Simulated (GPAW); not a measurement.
**SnO2: relaxation of cell and atoms with RPBE+D3(BJ)+ATM**

The system is SnO2.

```
Sn O
1.0
     3.02327    0.00000    0.00000
     0.00000    4.96468    0.00000
     0.00000    0.00000    5.97696
Sn O
1 2
Cartesian
  1.5116 2.4823 0.0000
  0.0000 2.4823 4.6364
  0.0000 2.4823 1.3405
```

The cell was built by a generator and needn't be a form met in nature.

```
Program             : GPAW 26.7.0
Task                : relaxation of cell and atoms
Functional          : RPBE
Dispersion          : D3(BJ)+ATM
Potentials or basis : the program's PAW data sets (release 1.2.1) made for this functional
Cutoff              : 800 eV
Basis               : pw
k mesh              : 6 × 4 × 3
Occupations         : fermi-dirac, width 0.05 eV
Spin                : no spin polarisation
Maxiter             : 150
Optimizer           : BFGS
Fmax                : 0.02 eV/Å
Max steps           : 60
Convergence         : density=1e-05 forces=0.0001
```

| Quantity | Value |
| --- | --- |
| Relaxed volume | 20.72 Å³/atom |
| Relaxed cell | a = 2.991 Å, b = 3.555 Å, c = 5.847 Å, α = 90.00°, β = 90.00°, γ = 90.00° |
| Space group after relaxing (to 0.05 Å) | Pmmm (No. 47) |
| Energy gained by relaxing | 15.9 meV/atom |
| Ionic steps | 24 |
| Pressure after relaxing | 0.0 GPa |
| Largest force after relaxing | 0.006 eV/Å |
| Band gap on the k mesh | 0.81 eV, indirect (least direct gap 0.92 eV) |
| Dispersion energy per atom | -0.552 eV |

Forces in eV/Å, atoms in the order of the input:
```
Sn   0.000  0.000  0.000
O    0.000  0.000  0.006
O    0.000  0.000 -0.006
```

Stress tensor (GPa, compression positive):
```
 0.11  0.00  0.00
 0.00 -0.02  0.00
 0.00  0.00  0.06
```

The path:
```tsv
step	energy change (eV)	largest force (eV/Å)	pressure (GPa)	volume (Å³)
1	0.0000	0.0863	-0.38	89.71
2	-0.0013	0.0648	-0.34	89.62
3	-0.0039	0.0212	-0.08	89.16
4	-0.0039	0.0155	-0.06	89.14
5	-0.0041	0.0243	0.08	88.95
6	-0.0042	0.0433	0.14	88.81
7	-0.0046	0.0997	0.32	88.17
8	-0.0055	0.1729	0.55	86.84
9	-0.0074	0.2374	0.73	84.53
10	-0.0114	0.2777	0.80	80.85
11	-0.0166	0.3144	0.87	77.33
12	-0.0227	0.3313	0.94	73.98
13	-0.0215	0.2959	1.02	70.79
14	-0.0276	0.1592	0.40	72.86
15	-0.0288	0.0711	0.03	72.82
16	-0.0291	0.0143	-0.25	72.66
17	-0.0292	0.0067	-0.29	72.57
18	-0.0298	0.0339	-0.50	71.82
19	-0.0310	0.0748	-0.72	70.71
20	-0.0355	0.1454	-1.19	67.27
21	-0.0403	0.1599	-1.40	62.40
22	-0.0445	0.1459	-1.00	62.06
23	-0.0478	0.0550	-0.11	63.12
24	-0.0477	0.0064	0.05	62.17
```

Final structure:
```xyz
3
Lattice="2.9908 0.0000 0.0000 0.0000 3.5552 0.0000 0.0000 0.0000 5.8472" Properties=species:S:1:pos:R:3 pbc="T T T"
Sn    1.4954    1.7776    0.0000
O     0.0000    1.7776    4.4960
O     0.0000    1.7776    1.3512
```

Levels at points of the mesh, in eV from the valence-band top:
```
           k point  band 9  band 10  band 11  band 12  band 13  band 14  band 15  band 16  band 17  band 18
(0.00, 0.00, 0.00)   -2.31    -2.05    -0.88    -0.71    -0.58     0.81     6.09     7.18     9.37    10.12
(0.00, 0.50, 0.00)   -4.16    -2.23    -1.46    -0.83    -0.54     2.45     3.13     8.64     9.83    10.86
(0.50, 0.00, 0.00)   -4.19    -3.65    -0.87    -0.61    -0.04     2.91     6.04     6.74     9.98    10.49
(0.50, 0.50, 0.00)   -4.00    -3.44    -1.74    -1.16     0.00     0.92     4.83     8.57     9.70    10.43
```

It took 12 min on 1 thread of Arm Neoverse V2, on a shared host, peak memory 0.43 GiB.

Caveat: the k mesh is coarse; later steps reuse the first step's grids; the volume moved by over 15 % at a fixed basis, so the end points are rough; spin-orbit coupling is left out, which moves the levels of the heavy elements; an odd mesh through Γ misses points on the zone boundary, where band edges often lie. A hybrid or GW would open this gap; RPBE tends to underestimate it.
